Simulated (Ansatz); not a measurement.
**Coordination and energy in low-dimensional Pt**

Level of theory: DFT PBE, scalar-relativistic, plane waves, PAW in Ansatz.

Cutoff 420 eV, Γ-centred meshes of like density (1×1×14 for the 7-atom cell), Gaussian smearing of 0.05 eV, energies at zero smearing and 0 K, each start's symmetry kept, no spin polarisation.

Bulk Pt (Fm-3m) has 12 nearest neighbours at 2.81 Å and a cohesive energy of 5.54 eV against the spin-polarised free atom. These structures stand in vacuum and were relaxed; neighbours count within 1.1 bulk bonds.

| start | atoms × neighbours | mean bond (Å) | energy over bulk (eV/atom) |
| --- | --- | --- | --- |
| [001] wire, 9 host atoms a period | 4×6, 4×8, 1×10 | 2.70 | 0.82 |
| [001] wire, 7 host atoms a period | 1×6, 4×7, 1×8, 1×12 | 2.72 | 1.06 |

Problem. Compare two estimates without free parameters: bonds of fixed strength, and a band energy that grows as the square root of coordination.

Solution. With fixed bonds an atom with z neighbours loses E_coh(1 − z/12); in the second-moment picture the band narrows as √z and it loses E_coh(1 − √(z/12)). Averaged over the atoms, in eV:
```json
{"start": "[001] wire, 9 host atoms a period", "fixed bonds": "2.15", "square root": "1.23", "computed": "0.82"}
{"start": "[001] wire, 7 host atoms a period", "fixed bonds": "1.98", "square root": "1.12", "computed": "1.06"}
```

The rms misses are 1.14 and 0.29 eV. Fixed bonds overshoot every row: the bonds that remain grow stronger when neighbours are missing, which the square root captures in part, and the bonds shorten by up to 4 %. Even the square root lies above every computed value, since it holds bond lengths fixed and knows nothing of shells, hybridisation or moments.

Spin-orbit coupling is left out, which matters for the bands of heavy elements.

Each run keeps its start's symmetry and one magnetic start, so lower states can exist.

Cost: 2 runs of about 36 core-minutes in all, on AMD EPYC 7R43 (Zen 3) (shared hosts).

Both wires lie above bulk Pt, as expected for undercoordinated metal atoms, but their order contradicts simple neighbour counting. The 7-atom wire has the higher average coordination and yet costs more, 1.06 against 0.82 eV/atom, whereas both estimates favour it. The square-root form therefore gets the scale of the energy loss better without capturing the difference between the structures.

Metallic bonds strengthen as coordination falls because the remaining neighbours share more of the bonding d and s electron density. How much is gained also depends on bond lengths and angles, which a count within a cutoff treats as equal. The 7-atom wire probably pays for its extra contacts with strained or poorly directed bonds, so its near agreement with the square-root estimate may reflect cancellation between this penalty and the gain from relaxation. Moments cannot account for the reversal, since spin polarisation was excluded from both wires. Nor does the energy per atom settle which wire would survive between contacts under tension, where the free energy per length matters.
